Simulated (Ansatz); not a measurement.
# PtSe2 (Sudovikovite) (P-3m1) in Ansatz: convergence with n extra bands

Aim: find how far n extra bands must go before the results for PtSe2 (Sudovikovite) settle, at PBEsol. This setting moves, with any that are tied to it; all else stays.

Program: Ansatz 0.2.0. These are calculated values, not measurements. Logs are shortened: lines on timing, memory, paths and dates and some standing lists are left out, and cuts for length are marked.

### 1 Starting point

The structure is trigonal, space group P-3m1 (No. 164). Conventional cell: a = 3.724 Å, b = 3.724 Å, c = 5.062 Å, α = 90.00°, β = 90.00°, γ = 120.00°. Around Pt (site symmetry -3m) lie 6 Se at 2.49 Å. Around Se (site symmetry 3m) lie 3 Pt at 2.49 Å.

### 2 With n extra bands 1

The input, input.yaml:

```yaml
crystal:
  lattice:
    - [3.724, 0.0, 0.0]
    - [-1.862, 3.2250786037, 0.0]
    - [0.0, 0.0, 5.062]
  atoms:
    - { symbol: Pt, position: [0.0, 0.0, 0.0] }
    - { symbol: Se, position: [0.6666666667, 0.3333333333, 0.75] }
    - { symbol: Se, position: [0.3333333333, 0.6666666667, 0.25] }
hamiltonian:
  xc: pbesol
  pseudopotentials: { kind: paw }
kpoints:
  mp_grid: { grid: [7, 7, 5] }
scf:
  occupations: { method: gaussian, width: 0.05 }
  n_extra_bands: 1
output:
  forces: true
  stress: true
  eigenvalues: true
```

Potentials or basis: Ansatz PAW.

Launch:

```
ansatz run input.yaml --threads 2 --pin off --max-ram 5632MiB --backend cpu --events-out ev --progress --plain --runs-dir out
```

Run time: 4 s. Hardware: 2 threads of Intel Xeon at 2.50GHz (Skylake/Cascade Lake), shared host; peak memory 0.38 GiB.

What came out:

| Item | Value |
| --- | --- |
| Free energy | -23233.4512 eV |
| Pressure | 2.1 GPa |
| Largest force | 0.363 eV/Å |
| Band gap on the k mesh | none (metal or under the smearing width) |

### 3 With n extra bands 2

Edit input.yaml of step 2 so:

```diff
@@ -16,3 +16,3 @@
   occupations: { method: gaussian, width: 0.05 }
-  n_extra_bands: 1
+  n_extra_bands: 2
 output:
```

Potentials or basis: Ansatz PAW.

Launch:

```
ansatz run input.yaml --threads 2 --pin off --max-ram 5632MiB --backend cpu --events-out ev --progress --plain --runs-dir out
```

Run time: 3.4 s. Hardware: 2 threads of Intel Xeon at 2.50GHz (Skylake/Cascade Lake), shared host; peak memory 0.38 GiB.

Results:

| Property | Result |
| --- | --- |
| Free energy | -23233.4512 eV |
| Pressure | 2.1 GPa |
| Largest force | 0.363 eV/Å |
| Band gap on the k mesh | none (metal or under the smearing width) |

### 4 With n extra bands 4

Edit input.yaml of step 3 so:

```diff
@@ -16,3 +16,3 @@
   occupations: { method: gaussian, width: 0.05 }
-  n_extra_bands: 2
+  n_extra_bands: 4
 output:
```

Launch:

```
ansatz run input.yaml --threads 2 --pin off --max-ram 5632MiB --backend cpu --events-out ev --progress --plain --runs-dir out
```

It took 3.8 s on 2 threads of Intel Xeon at 2.50GHz (Skylake/Cascade Lake), shared host; peak memory 0.38 GiB.

Results:

```
Free energy            : -23233.4512 eV
Pressure               : 2.1 GPa
Largest force          : 0.363 eV/Å
Band gap on the k mesh : none (metal or under the smearing width)
```

### 5 With n extra bands 8

Edit input.yaml of step 4 so:

```diff
@@ -16,3 +16,3 @@
   occupations: { method: gaussian, width: 0.05 }
-  n_extra_bands: 4
+  n_extra_bands: 8
 output:
```

Launch:

```
ansatz run input.yaml --threads 2 --pin off --max-ram 5632MiB --backend cpu --events-out ev --progress --plain --runs-dir out
```

Wall time 3.9 s (2 threads of Intel Xeon at 2.50GHz (Skylake/Cascade Lake), shared host); peak memory 0.39 GiB.

Results (log left out):

```
Free energy            : -23233.4512 eV
Pressure               : 2.1 GPa
Largest force          : 0.363 eV/Å
Band gap on the k mesh : none (metal or under the smearing width)
```

### 6 With n extra bands 16

Edit input.yaml of step 5 so:

```diff
@@ -16,3 +16,3 @@
   occupations: { method: gaussian, width: 0.05 }
-  n_extra_bands: 8
+  n_extra_bands: 16
 output:
```

Potentials or basis: Ansatz PAW.

Launch:

```
ansatz run input.yaml --threads 2 --pin off --max-ram 5632MiB --backend cpu --events-out ev --progress --plain --runs-dir out
```

Run time: 3.9 s. Hardware: 2 threads of Intel Xeon at 2.50GHz (Skylake/Cascade Lake), shared host; peak memory 0.4 GiB.

The run converged. Its results:

* Free energy: -23233.4512 eV
* Pressure: 2.1 GPa
* Largest force: 0.363 eV/Å
* Band gap on the k mesh: none (metal or under the smearing width)

### 7 With n extra bands 32

Edit input.yaml of step 6 so:

```diff
@@ -16,3 +16,3 @@
   occupations: { method: gaussian, width: 0.05 }
-  n_extra_bands: 16
+  n_extra_bands: 32
 output:
```

Potentials or basis: Ansatz PAW.

Launch:

```
ansatz run input.yaml --threads 2 --pin off --max-ram 5632MiB --backend cpu --events-out ev --progress --plain --runs-dir out
```

The program printed:

```text
Warning: RAYON_NUM_THREADS=2 ignored (pool sized by the plan → 2); use --threads N
scf.n_extra_bands = 32 over 25 filled bands (N_el = 50.0): the run solves 57 bands
Engine: ansatz 0.2.0, x86_64-unknown-linux-gnu
Pseudopotentials: kind: paw
Pseudopotential: Pt, paw, valence charge 18, recommended cutoff 420 eV (normal), Pt.paw.azcp
Pseudopotential: Se, paw, valence charge 16, recommended cutoff 420 eV (normal), Se.paw.azcp
Functional definition: PBEsol
  exchange = pbesol_x
  correlation = pbesol_c
Crystal: 3 atoms, lattice volume = 60.796 Å³
Basis set: ecut = 420 eV, 1205 PW (Γ), exchange–correlation on 50×50×72 points (8 copies of the dense FFT grid, shifted against one another)
Bands: 57, of which v1, the nominal top of the filled ones, is band 25 counted from 1 (24 counted from 0)
Symmetry: 12 space group operations
Space group: P-3m1 (ITA 164), of the structure as read, at distance tolerance 3.9e-5 Å
k-points: 32 of 245
Non-local potential: Pt, projectors of the file, l = 0: 3, l = 1: 2, l = 2: 2, l = 3: 1
Non-local potential: Se, projectors of the file, l = 0: 2, l = 1: 2, l = 2: 3, l = 3: 1
PAW form: soft (Blöchl's): semilocal exchange-correlation on the pseudo side does not see the compensation charge
PAW frozen core: Pt, regenerated for the run's functional, and the local potential with it (the file was generated under x = pbe(κ = 0.804, μ = 0.2195149727645171), c = pbe(β = 0.06672455060314922))
PAW frozen core: Se, regenerated for the run's functional, and the local potential with it (the file was generated under x = pbe(κ = 0.804, μ = 0.2195149727645171), c = pbe(β = 0.06672455060314922))
PAW one-centre angular grid: Pt, 590 points (default); XC on 64 Gauss nodes
PAW one-centre angular grid: Se, 590 points (default); XC on 64 Gauss nodes
Initial density: superposition of atomic densities (neutral atoms: chi_scale 0, normalization atom), corrected by the library's trained network
Initial wavefunctions: pseudopotential atomic-orbital guess
Functional: x = pbesol(κ = 0.804, μ = 0.12345679012345678), c = pbesol(β = 0.046)
SCF iter   1: F=—  HF=-23233.451815 eV  |F-HF|=—  |Δ(HF+E_count)|=         —  Δρ=3.09e-3  dr2=5.14e-3  ethr=1.77e-3  ⟨swp⟩=5.2  Hψ=7510  notcnv=0  defer=662
preconditioner: auto → LDOS  [insulator: Δε(μ)=0.322 eV  Ē_g=23.836 eV  σ=0.050 eV  W_gap=0.65  n_scr=22 (ndim 8)  ℏωp=22.3 eV  f_vac=0.035  D(μ)=1.91/eV (n_scr^D=20)  ε∞_Penn≈1.9  β→1.0]
SCF iter   2: F=—  HF=-23233.452300 eV  |F-HF|=—  |Δ(HF+E_count)|=   4.86e-4  Δρ=1.51e-3  dr2=2.17e-3  ethr=1.03e-5  ⟨swp⟩=2.3  Hψ=3067  notcnv=0  defer=816
SCF iter   3: F=—  HF=-23233.451155 eV  |F-HF|=—  |Δ(HF+E_count)|=   1.15e-3  Δρ=3.99e-4  dr2=9.67e-5  ethr=4.33e-6  ⟨swp⟩=2.0  Hψ=1887  notcnv=0  defer=816
SCF iter   4: F=—  HF=-23233.451150 eV  |F-HF|=—  |Δ(HF+E_count)|=   4.53e-6  Δρ=1.08e-4  dr2=1.19e-5  ethr=1.93e-7  ⟨swp⟩=3.0  Hψ=1772  notcnv=0  defer=816
SCF iter   5: F=—  HF=-23233.451150 eV  |F-HF|=—  |Δ(HF+E_count)|=   5.56e-8  Δρ=3.07e-5  dr2=5.20e-7  ethr=2.38e-8  ⟨swp⟩=2.1  Hψ=1331  notcnv=0  defer=816
SCF iter   6: F=-23233.451150 eV  HF=-23233.451150 eV  |F-HF|=3.35e-8  |Δ(HF+E_count)|=   3.13e-7  Δρ=7.88e-6  dr2=6.30e-8  ethr=2.00e-10  ⟨swp⟩=12.3  Hψ=11475  notcnv=0
SCF 1 converged in 6 iterations: F = -23233.451150 eV  dr2 = 6.30e-8
SCF converged after 6 iterations
Free energy (F): -23233.451150 eV
Harris-Foulkes:  -23233.451150 eV  (|F-HF|=3.35e-8)
Internal energy: -23233.448858 eV  (E = F + TS)
E sigma→0 (E₀):  -23233.450004 eV
Entropy (-TS):   -0.002292 eV (-0.764 meV/atom)
Fermi energy:    13.207993 eV
--- Per-component energies (eV) ---
  E_band       = -966.501149
  E_kinetic    = 875.679743
  E_local      = -6799.558018  (includes V_loc(G=0)·N_el)
  E_nonlocal   = -980.843015
  E_hartree    = 3148.195806
  E_xc         = -467.688055
  E_vxc        = -499.549252  (∫ρ·V_xc dr)
  E_paw        = -13053.602836  (= ΣΔE_a)
  E_vpaw       = 141.369369  (= ΣTr[D̂ρ^β])
  E_aug_tail   = -0.001001  (compensation charges beyond the density's cutoff)
  E_ewald      = -5957.935364
  E_core_change = 2.303882  (= ΣΔE_core)
  E_smearing   = -0.002292  (= −TS)
  E_closure    = -0.000000  (closes the sum)
  Σ components = -23233.451150   (vs F -23233.451150, Δ=0.00e0)
--- Forces (eV/Å), atoms counted from 1 ---
  atom   1  Pt     0.00000000     0.00000000     0.00000000
  atom   2  Se     0.00000000    -0.00000000    -0.36316024
  atom   3  Se    -0.00000000     0.00000000     0.36316024
  max |Σ_I F_I| component: 1.25e-28 eV/Å
--- Stress (GPa, compression-positive) ---
        2.574717      -0.000000      -0.000000
       -0.000000       2.574717       0.000000
       -0.000000       0.000000       1.188928
  P = ⅓ Tr σ = 2.1128 GPa (21.128 kbar)
--- Band table (eV; the first three rows and the last of 32) ---
  k-point 0: bands = ["-86.3962", "-40.6124", "-40.6124", "-40.5160", "-35.4188", "-35.4188", "-35.4163", "-35.4163", "-35.4070", "-35.4070", "-35.4022", "-35.4022", "-35.3988", "-35.3986", "-2.5735", "0.2704", "5.9326", "6.6633", "6.6633", "9.1465", "9.1465", "10.5908", "12.1008", "12.1008", "13.5715", "14.6324", "14.6324", "16.6622", "17.2603", "20.4065", "20.4065", "24.8725", "25.4732", "25.4732", "25.4937", "25.4937", "25.6009", "25.9066", "25.9066", "26.1272", "28.2646", "28.3580", "36.0403", "36.1291", "36.1291", "38.4531", "38.4531", "38.5258", "38.5258", "39.0462", "40.1437", "42.2588", "42.2588", "43.7908", "44.1502", "44.1502", "45.3144"]
  k-point 1: bands = ["-86.3962", "-40.6124", "-40.6124", "-40.5161", "-35.4187", "-35.4187", "-35.4163", "-35.4163", "-35.4067", "-35.4067", "-35.4026", "-35.4026", "-35.3989", "-35.3985", "-2.4269", "-0.0807", "6.4579", "6.6814", "6.6814", "9.1349", "9.1349", "10.5497", "11.9346", "11.9346", "12.7115", "14.9228", "14.9228", "16.9734", "18.1216", "20.2707", "20.2707", "23.7661", "23.9740", "23.9740", "24.9732", "25.2682", "25.9938", "25.9938", "27.8813", "27.8813", "28.2079", "32.2185", "33.5653", "33.5653", "33.9793", "36.8213", "36.8213", "40.1920", "41.4063", "41.4063", "41.5647", "42.0215", "42.7768", "42.7768", "44.9505", "44.9505", "45.6989"]
  k-point 2: bands = ["-86.3962", "-40.6124", "-40.6124", "-40.5161", "-35.4185", "-35.4185", "-35.4165", "-35.4165", "-35.4060", "-35.4060", "-35.4033", "-35.4033", "-35.3990", "-35.3984", "-2.0843", "-0.7067", "6.7111", "6.7111", "7.4780", "9.1178", "9.1178", "10.2967", "11.6023", "11.7023", "11.7023", "15.3992", "15.3992", "17.7044", "19.2500", "19.9582", "19.9582", "22.2835", "22.8957", "23.1038", "23.1038", "26.4827", "27.2531", "27.2531", "28.4729", "29.9076", "29.9076", "30.9385", "30.9385", "33.7177", "34.5386", "34.5386", "36.3632", "38.1848", "40.2751", "42.5006", "42.7058", "42.7058", "44.1022", "44.1022", "45.5777", "45.9374", "46.3617"]
  k-point 31: bands = ["-86.3960", "-40.6207", "-40.6183", "-40.5154", "-35.4184", "-35.4177", "-35.4174", "-35.4165", "-35.4060", "-35.4047", "-35.4042", "-35.4040", "-35.3982", "-35.3982", "-0.6045", "-0.5037", "6.3094", "6.6327", "7.3035", "8.3193", "8.5814", "9.5190", "9.5866", "10.5327", "10.9253", "14.6136", "15.1185", "19.1591", "19.9401", "20.6359", "21.3781", "22.6914", "22.9889", "23.8080", "25.0790", "26.4908", "27.2154", "30.3301", "31.2290", "31.4534", "32.1024", "33.8076", "34.5701", "34.6730", "34.9172", "36.2040", "36.6542", "37.4093", "37.6897", "38.3101", "39.0892", "39.8425", "39.8600", "40.8802", "41.5961", "42.3474", "42.9894"]
```

Wall time 4.9 s (2 threads of Intel Xeon at 2.50GHz (Skylake/Cascade Lake), shared host); peak memory 0.42 GiB.

Results:

| Quantity | Value |
| --- | --- |
| Free energy | -23233.4512 eV |
| Pressure | 2.1 GPa |
| Largest force | 0.363 eV/Å |
| Band gap on the k mesh | none (metal or under the smearing width) |

### 8 Summary

```
n extra bands  energy less the tightest run, at zero smearing (meV/atom)  SCF cycles  CPU time (s)  peak memory (GiB)
            1                                                       0.00           6             7               0.38
            2                                                       0.00           6           5.9               0.38
            4                                                       0.00           6           6.4               0.38
            8                                                       0.00           6           6.7               0.39
           16                                                       0.00           6             7                0.4
           32                                                       0.00           6           8.7               0.42
```

Against the tightest run, the energy stays within 1 meV/atom from 1 on. The tightest run that finished is the yardstick and may itself not be fully converged.

Caveats: the PAW data sets come from PBE, with cores solved anew for the run's functional, which leaves a small shift of forces and pressure.
